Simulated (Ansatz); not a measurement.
**Sb: how the settings move a single-point run**

Aim: see which settings change the result for Sb, by how much, and at what cost.

Method: reference: DFT, PBE, PAW with Ansatz's default frozen-core files, scalar-relativistic, in Ansatz 0.2.0.

### Step 1. The system as given

Symmetry: R-3m, No. 166, trigonal system. Conventional cell: a = 4.228 Å, b = 4.228 Å, c = 11.042 Å, α = 90.00°, β = 90.00°, γ = 120.00°. Sb (site symmetry 3m) is surrounded by 3 Sb at 2.85 Å.

As a file:

```xyz
2
Lattice="2.1141 1.2206 3.6805 -2.1141 1.2206 3.6805 0.0000 -2.4412 3.6805" Properties=species:S:1:pos:R:3 pbc="T T T"
Sb    0.0000    0.0000    2.5798
Sb    0.0000    0.0000    8.4618
```

### Step 2. Reference

Input file input.yaml:

```yaml
crystal:
  lattice:
    - [2.1141424358, 1.2206007044, 3.6805301114]
    - [-2.1141424358, 1.2206007044, 3.6805301114]
    - [0.0, -2.4412014087, 3.6805301114]
  atoms:
    - { symbol: Sb, position: [0.23364, 0.23364, 0.23364] }
    - { symbol: Sb, position: [0.76636, 0.76636, 0.76636] }
kpoints:
  mp_grid: { grid: [9, 9, 9] }
scf:
  occupations: { method: fermi_dirac, width: 0.05 }
hamiltonian:
  xc: pbe
  pseudopotentials: { kind: paw }
output:
  forces: true
  stress: true
  eigenvalues: true
  efg: { contact_densities: true }
```

Started as:

```sh
> ansatz run input.yaml --threads 1 --pin off --max-ram 2048MiB --backend cpu --events-out ev --progress --plain --runs-dir out
```

### Step 3. Changed: symmetry.detect false

Edit input.yaml of step 2 so:

```diff
@@ -8,2 +8,3 @@
     - { symbol: Sb, position: [0.76636, 0.76636, 0.76636] }
+  symmetry: { detect: false }
 kpoints:
```

What does the calculation give? Wanted: for each run, ending; energy change; pressure; gap; force.

As calculated:

```
                     run     ending  energy change  pressure (GPa)  gap (eV)  force (eV/Å)  cycles   time
               reference  converged              0             6.8      0.00          0.50       7  4.5 s
1: symmetry.detect false  converged   0.0 meV/atom             6.8      0.00          0.50       7   28 s
```

Residual by cycle in the longest SCF loop of each run; runs are numbered as in the table. The quantity is the density residual dr2, in eV.

```
cycle  reference    run 1
    1    0.00206  0.00206
    2     6.1e-4   6.1e-4
    3     9.8e-5   9.7e-5
    4     1.5e-5   1.5e-5
    5     1.6e-6   1.6e-6
    6     2.2e-7   2.2e-7
    7     2.0e-8   1.9e-8
```

**Reading.** Energy and cycle count are those of the reference, so the change (use of symmetry) left the result and the number of cycles as they were. Cost: 28 s against 4.5 s. Semilocal functionals close small gaps, so the missing gap need not be the real solid's.
